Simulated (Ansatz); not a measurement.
Input and command of a calculation in Ansatz (plane waves; scalar-relativistic PAW potentials unless the input names others):

```yaml
crystal:
  lattice:
    - [-1.5917915287, 1.5920938603, 1.6003045487]
    - [1.5895956469, -1.5761816734, 1.58219648]
    - [1.5971698479, 1.5815599926, -1.5843923618]
  atoms:
    - { symbol: Al, position: [0.0, 0.0, 0.0] }
basis:
  ecutwfc: 420
  ecutrho_ratio: 2
kpoints:
  mp_grid: { grid: [16, 16, 16] }
hamiltonian:
  xc: pbe
scf:
  occupations: { method: gaussian, width: 0.1 }
  max_iter: 100
output:
  forces: true
  eigenvalues: true
  stress: true
```

```bash
ansatz run input.yaml --threads 1 --pin off --max-ram 1331MiB --backend cpu --events-out ev --progress --plain --runs-dir out
```

Abridged log:
```
Warning: basis.ecutrho_ratio = 2 (ecutrho = 840 eV) is below the records' recommended 1680 eV
settings of this run that can trade accuracy for cost: basis.ecutrho_ratio < 4. Do not mix this run's numbers with those of runs without the same settings; the input reference describes each key
Pseudopotentials: kind: paw
Pseudopotential: Al, paw, valence charge 3, recommended cutoff 420 eV (normal)
Functional definition: PBE
Crystal: 1 atom, lattice volume = 16.093 Å³
Basis set: ecut = 420 eV, 321 PW (Γ), exchange–correlation on 32×32×32 points (8 copies of the dense FFT grid, shifted against one another)
Bands: 6, of which v1, the nominal top of the filled ones, is band 2 counted from 1 (1 counted from 0)
Symmetry: 2 space group operations
Space group: P-1 (ITA 2), of the structure as read, at distance tolerance 2.5e-5 Å
k-points: 2052 of 4096
Initial density: superposition of atomic densities (neutral atoms: chi_scale 0, normalization atom), corrected by the library's trained network
Initial wavefunctions: pseudopotential atomic-orbital guess
Functional: x = pbe(κ = 0.804, μ = 0.21951497), c = pbe(β = 0.06672455)
SCF iter   1: F=—  HF=-537.393819 eV  |F-HF|=—  |Δ(HF+E_count)|=         —  Δρ=5.75e-4  dr2=3.53e-5  ethr=1.77e-3  ⟨swp⟩=4.6  Hψ=108074  notcnv=0
SCF iter   2: F=—  HF=-537.393967 eV  |F-HF|=—  |Δ(HF+E_count)|=   1.48e-4  Δρ=2.83e-4  dr2=8.34e-6  ethr=1.18e-6  ⟨swp⟩=1.8  Hψ=30984  notcnv=0
SCF iter   3: F=-537.393969 eV  HF=-537.393969 eV  |F-HF|=5.29e-9  |Δ(HF+E_count)|=   2.56e-6  Δρ=1.11e-5  dr2=1.58e-8  ethr=2.78e-7  ⟨swp⟩=2.0  Hψ=14513  notcnv=0
SCF iter   4: F=-537.393969 eV  HF=-537.393969 eV  |F-HF|=8.14e-10  |Δ(HF+E_count)|=   4.87e-9  Δρ=3.04e-6  dr2=4.48e-10  ethr=5.28e-10  ⟨swp⟩=2.0  Hψ=14092  notcnv=0
SCF iter   5: F=-537.393969 eV  HF=-537.393969 eV  |F-HF|=1.93e-12  |Δ(HF+E_count)|=  8.56e-10  Δρ=1.58e-7  dr2=1.20e-12  ethr=1.49e-11  ⟨swp⟩=2.0  Hψ=14532  notcnv=0
SCF iter   6: F=-537.393969 eV  HF=-537.393969 eV  |F-HF|=2.27e-13  |Δ(HF+E_count)|=  1.82e-12  Δρ=3.34e-9  dr2=7.91e-16  ethr=1.00e-12  ⟨swp⟩=2.0  Hψ=40051  notcnv=0
SCF 1 converged in 6 iterations: F = -537.393969 eV  dr2 = 7.91e-16
SCF converged after 6 iterations
Free energy (F): -537.393969 eV
Harris-Foulkes:  -537.393969 eV  (|F-HF|=2.27e-13)
Internal energy: -537.390796 eV  (E = F + TS)
E sigma→0 (E₀):  -537.392383 eV
Entropy (-TS):   -0.003173 eV (-3.173 meV/atom)
Fermi energy:    8.202442 eV
--- Forces (eV/Å), atoms counted from 1 ---
  atom   1  Al     0.00000000     0.00000000     0.00000000
--- Stress (GPa, compression-positive) ---
        4.109108       0.030471       0.004823
        0.030471       3.560689       0.081738
        0.004823       0.081738       3.979938
  P = ⅓ Tr σ = 3.8832 GPa (38.832 kbar)
settings of this run that can trade accuracy for cost: basis.ecutrho_ratio < 4. Do not mix this run's numbers with those of runs without the same settings; the input reference describes each key
```

One setting here is unusual or wrong in general: a density cutoff too low for products of the waves, which reach up to 4 times the waves' cutoff (basis.ecutrho_ratio: not typed → 2). For this cell it did little harm to the result: the run converged in 6 SCF iterations (reference: 6) with an energy at zero smearing 0.16 meV/atom below the reference's, pressure 3.88 GPa, largest force 0.000 eV/Å, no gap on the mesh. A reference run from the same start on usual settings converged with pressure 3.88 GPa, largest force 0.000 eV/Å, no gap on the mesh.